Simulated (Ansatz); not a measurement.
Crystal: Ga2O3.

```xyz
10
Lattice="6.1070 -1.5186 0.0000 6.1070 1.5186 0.0000 -1.3860 0.0000 5.6300" Properties=species:S:1:pos:R:3 pbc="T T T"
Ga    3.2184    0.0000    3.8621
Ga    7.6096    0.0000    1.7679
Ga   10.8240    0.0000    1.1564
Ga    0.0041    0.0000    4.4736
O     5.1267    0.0000    4.1853
O     5.7013    0.0000    1.4447
O     9.4919    0.0000    2.4592
O     1.3361    0.0000    3.1708
O     8.9710    0.0000    5.0118
O     1.8570    0.0000    0.6182
```

Base run:

| Quantity | Value |
| --- | --- |
| Program | Ansatz 0.2.0 |
| Functional | PBEsol |
| Potentials or basis | Ansatz PAW |
| Cutoff | 420 eV (not typed: the program's choice for these potentials) |
| k mesh | 9 × 9 × 5 |
| Occupations | fermi-dirac, width 0.05 eV |
| Spin | spin-orbit coupling, no magnetisation |

Its results: band gap on the k mesh 2.34 eV, indirect (least direct gap 2.35 eV); pressure 2.5 GPa; largest force 0.120 eV/Å.

Task: The run is repeated on the same cell with these changes: functional from PBEsol to LDA. What comes out?

Result: Band gap on the k mesh 2.33 eV, indirect (least direct gap 2.35 eV); pressure -4.1 GPa; largest force 0.089 eV/Å.

LDA binds more tightly than PBEsol, so the same cell stands under less pressure.

Caveats: the PAW data sets come from PBE, with cores solved anew for the run's functional, which leaves a small shift of forces and pressure.
